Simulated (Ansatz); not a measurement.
# BeSe: how the settings move a single-point run

Aim: see which settings change the result for BeSe, by how much, and at what cost.

Computed with Ansatz 0.2.0 (reference: DFT, PBEsol, plane waves, PAW, unless a step's input says otherwise).

3 further runs of the same task are left out: 1 for a known fault of the program, 2 that didn't finish.

## 1. The system as given

The structure is cubic, space group F-43m (No. 216). The conventional cell has a = 5.162 Å, b = 5.162 Å, c = 5.162 Å, α = 90.00°, β = 90.00°, γ = 90.00°. Be (site symmetry -43m) has 4 Se at 2.24 Å as nearest neighbours. Around Se (site symmetry -43m) lie 4 Be at 2.24 Å.

Coordinates:

```cif
data_structure
_symmetry_space_group_name_H-M 'F-43m'
_symmetry_Int_Tables_number 216
_cell_length_a 5.1621
_cell_length_b 5.1621
_cell_length_c 5.1621
_cell_angle_alpha 90.000
_cell_angle_beta 90.000
_cell_angle_gamma 90.000
_cell_volume 137.55
loop_
_atom_site_label
_atom_site_type_symbol
_atom_site_symmetry_multiplicity
_atom_site_Wyckoff_symbol
_atom_site_fract_x
_atom_site_fract_y
_atom_site_fract_z
_atom_site_occupancy
Be1 Be 4 a 0.00000 0.00000 0.00000 1
Se1 Se 4 d 0.25000 0.25000 0.75000 1
```

## 2. Reference

The input, input.yaml:

```yaml
crystal:
  lattice:
    - [0.0, 2.5810355899, 2.5810355899]
    - [2.5810355899, 0.0, 2.5810355899]
    - [2.5810355899, 2.5810355899, 0.0]
  atoms:
    - { symbol: Be, position: [0.0, 0.0, 0.0] }
    - { symbol: Se, position: [0.25, 0.25, 0.25] }
kpoints:
  mp_grid: { grid: [6, 6, 6] }
hamiltonian:
  xc: pbesol
scf:
  occupations: { method: fixed }
  n_extra_bands: 4
output:
  forces: true
  stress: true
  eigenvalues: true
```

The run is started by

```console
$ ansatz run input.yaml --threads 4 --pin off --max-ram 3686MiB --backend cpu --events-out ev --progress --plain --runs-dir out
```

## 3. Changing settings: xc mr2scan

Edit input.yaml of step 2 so:

```diff
@@ -11,3 +11,3 @@
 hamiltonian:
-  xc: pbesol
+  xc: mr2scan
 scf:
```

**Question.** What will these runs give? Wanted: for each run, ending; energy change; pressure; gap; force.

The runs gave:

| run | ending | energy change | pressure (GPa) | gap (eV) | force (eV/Å) | cycles | time |
| --- | --- | --- | --- | --- | --- | --- | --- |
| reference | converged | - | -1.4 | 2.51 | 0.00 | 6 | 0.6 s |
| 1: xc mr2scan | converged | not comparable | 0.0 | 3.12 | 0.00 | 6 | 1.3 s |

Residual by cycle in the longest SCF loop of each run; runs are numbered as in the table. The quantity is the density residual dr2, in eV.

| cycle | reference | run 1 |
| --- | --- | --- |
| 1 | 0.00164 | 0.0145 |
| 2 | 2.4e-4 | 0.0013 |
| 3 | 2.2e-5 | 1.7e-4 |
| 4 | 1.7e-6 | 4.1e-6 |
| 5 | 9.9e-8 | 1.5e-7 |
| 6 | 5.0e-10 | 6.7e-9 |

What this shows: A change of functional puts the total energy on another scale; the pressure goes from -1.4 to 0.0 GPa and the gap on the mesh goes from 2.51 to 3.12 eV. At this fixed cell a higher pressure means that this functional prefers a larger volume than the reference. Meta-GGAs of this kind usually give somewhat wider gaps than GGAs.
